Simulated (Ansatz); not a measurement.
Geometry optimisation, DFT PBE-D3(BJ), scalar-relativistic, plane waves, PAW (Ansatz).

The input (input.yaml):

```yaml
crystal:
  lattice:
    - [6.6, 0.0, 0.0]
    - [0.0, 6.6, 0.0]
    - [0.0, 0.0, 5.88]
  atoms:
    - { symbol: Zr, position: [0.0, 0.0, 0.0] }
    - { symbol: Zr, position: [0.0, 0.5, 0.25] }
    - { symbol: Si, position: [0.0, 0.0, 0.5] }
    - { symbol: Si, position: [0.5, 0.0, 0.25] }
    - { symbol: O, position: [0.0, 0.2, 0.34] }
    - { symbol: O, position: [0.3, 0.0, 0.09] }
    - { symbol: O, position: [0.5, 0.3, 0.84] }
    - { symbol: O, position: [0.7, 0.0, 0.09] }
    - { symbol: O, position: [0.5, 0.8, 0.41] }
    - { symbol: O, position: [0.3, 0.5, 0.16] }
    - { symbol: O, position: [0.5, 0.2, 0.41] }
    - { symbol: O, position: [0.2, 0.0, 0.66] }
    - { symbol: Zr, position: [0.5, 0.5, 0.5] }
    - { symbol: Zr, position: [0.5, 0.0, 0.75] }
    - { symbol: Si, position: [0.5, 0.5, 0.0] }
    - { symbol: Si, position: [0.0, 0.5, 0.75] }
    - { symbol: O, position: [0.5, 0.7, 0.84] }
    - { symbol: O, position: [0.8, 0.5, 0.59] }
    - { symbol: O, position: [0.0, 0.8, 0.34] }
    - { symbol: O, position: [0.2, 0.5, 0.59] }
    - { symbol: O, position: [0.0, 0.3, 0.91] }
    - { symbol: O, position: [0.8, 0.0, 0.66] }
    - { symbol: O, position: [0.0, 0.7, 0.91] }
    - { symbol: O, position: [0.7, 0.5, 0.16] }
    - { symbol: H, position: [0.4100339, 0.7527773, 0.1216759], spin: 1.0 }
magnetization:
  spin_polarized: true
basis:
  ecutwfc: 420.0
kpoints:
  mp_grid: { grid: [2, 2, 2] }
hamiltonian:
  xc: pbe
  dispersion: d3bj
  pseudopotentials: { kind: paw, azcp: { folder: soft_1 } }
scf:
  occupations: { method: gaussian, width: 0.02 }
  lower_state_search: "off"
relax:
  f_tol: 0.03
  max_steps: 60
  adjacent_minimum: "off"
```

Command:

```bash
$ ansatz run input.yaml --threads 4 --pin off --max-ram 10240MiB --backend cpu --events-out ev --progress --plain --runs-dir out
```

Q: Where does it end, and by what steps?

A: The forces met the threshold. The force dipped under the threshold on the way, but the program's further checks kept it going. Limits of this set-up: coarse k mesh, a small cell, in which the defect meets its images, a typed lattice constant that wasn't relaxed here. After 7 steps the energy has fallen by 2.114 eV; H25 moved furthest, 0.34 Å.

```tsv
step	energy less start (eV)	largest force component (eV/Å)	accepted
0	0.0000	2.083	yes
1	-0.9834	1.106	yes
2	-1.6800	1.411	yes
3	-2.0913	0.314	yes
4	-2.0992	0.252	yes
5	-2.1094	0.097	yes
6	-2.1139	0.020	yes
7	-2.1139	0.020	yes
```

```xyz
25
Lattice="6.6000 0.0000 0.0000 0.0000 6.6000 0.0000 0.0000 0.0000 5.8800" Properties=species:S:1:pos:R:3
Zr -0.002 0.013 -0.002
Zr -0.002 3.289 1.471
Si 0.015 -0.006 2.941
Si 3.300 -0.004 1.469
O -0.080 1.221 1.890
O 2.073 0.240 0.415
O 3.406 2.092 4.803
O 4.523 -0.064 0.407
O 3.278 5.393 2.566
O 2.073 3.062 1.053
O 3.406 1.209 2.545
O 1.240 0.052 3.998
Zr 3.322 3.283 2.943
Zr 3.322 0.019 4.406
Si 3.300 3.306 0.000
Si 0.015 3.308 4.408
O 3.278 4.508 4.782
O 5.400 3.373 3.342
O 0.093 5.377 1.872
O 1.240 3.249 3.351
O -0.080 2.081 5.458
O 5.400 -0.072 4.007
O 0.093 4.524 5.476
O 4.523 3.365 1.062
H 2.369 4.951 0.734
```

Whether the end is a true minimum wasn't checked by a vibrational analysis.

Run time: 63 s on 4 threads of Intel(R) Xeon(R) Platinum 8259CL CPU @ 2.50GHz (Skylake/Cascade Lake), on a shared host, peak memory 1.1 GiB.
